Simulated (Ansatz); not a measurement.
BeO (wurtzite)

```
CELL_PARAMETERS angstrom
      2.69025     0.00000     0.00000
     -1.34512     2.32982     0.00000
      0.00000     0.00000     4.36941
ATOMIC_POSITIONS crystal
  Be 0.66667 0.33333 0.00145
  Be 0.33333 0.66667 0.50145
  O  0.66667 0.33333 0.62375
  O  0.33333 0.66667 0.12375
```

E(V) scan at fixed shape, V₀ the volume above. The atoms relax within the cell's symmetry.

Level of theory: r2SCAN (plane waves to 500 eV, PAW, scalar-relativistic; Ansatz, a quantum-chemistry and plane-wave program). k mesh 14×14×8 (Γ-centred), Fermi-Dirac smearing 0.05 eV. The energy includes the smearing's −TS. Compression counts positive. With the shape held, the modulus is that of even scaling; a crystal free to change shape is softer. BeO was relaxed with its symmetry unable to fall. The PAW data are Ansatz's earlier set. The zero of ΔE is the relaxed starting cell.

```json
[
 {"V (Å³/atom)": "5.751", "ΔE (meV/atom)": "161.7"},
 {"V (Å³/atom)": "5.970", "ΔE (meV/atom)": "97.7"},
 {"V (Å³/atom)": "6.189", "ΔE (meV/atom)": "52.0"},
 {"V (Å³/atom)": "6.408", "ΔE (meV/atom)": "21.9"},
 {"V (Å³/atom)": "6.628", "ΔE (meV/atom)": "5.2"},
 {"V (Å³/atom)": "6.847", "ΔE (meV/atom)": "0.0"},
 {"V (Å³/atom)": "7.066", "ΔE (meV/atom)": "4.7"},
 {"V (Å³/atom)": "7.285", "ΔE (meV/atom)": "17.9"},
 {"V (Å³/atom)": "7.504", "ΔE (meV/atom)": "38.4"},
 {"V (Å³/atom)": "7.723", "ΔE (meV/atom)": "withheld"},
 {"V (Å³/atom)": "7.942", "ΔE (meV/atom)": "97.4"}
]
```

Question: Fit a third-order Birch-Murnaghan form (E₀, V₀, B₀, B₀′ free) to the given rows and predict ΔE at V = 7.723.

Answer: Least squares on the 10 given rows: ΔE = E₀ + (9V₀B₀/16)·y²·[2 + (B₀′ − 4)y], y = (V₀/V)^(2/3) − 1, with V₀ = 6.847 Å³/atom, B₀ = 225.3 GPa (160.2 GPa = 1 eV/Å³; the term in eV is multiplied by 1000), B₀′ = 3.72, E₀ = 0.01 meV/atom; root-mean-square residual 0.09 meV/atom. At 7.723 the fit gives 65.1 meV/atom; the calculation gives 65.2 meV/atom, so the interpolation is off by -0.1 (-0.2 %). For the pressure the fit gives -21.7 GPa against the computed -21.7 GPa.

(Under strain, the slope of the energy per volume gives the stress and its curvature an elastic modulus.)
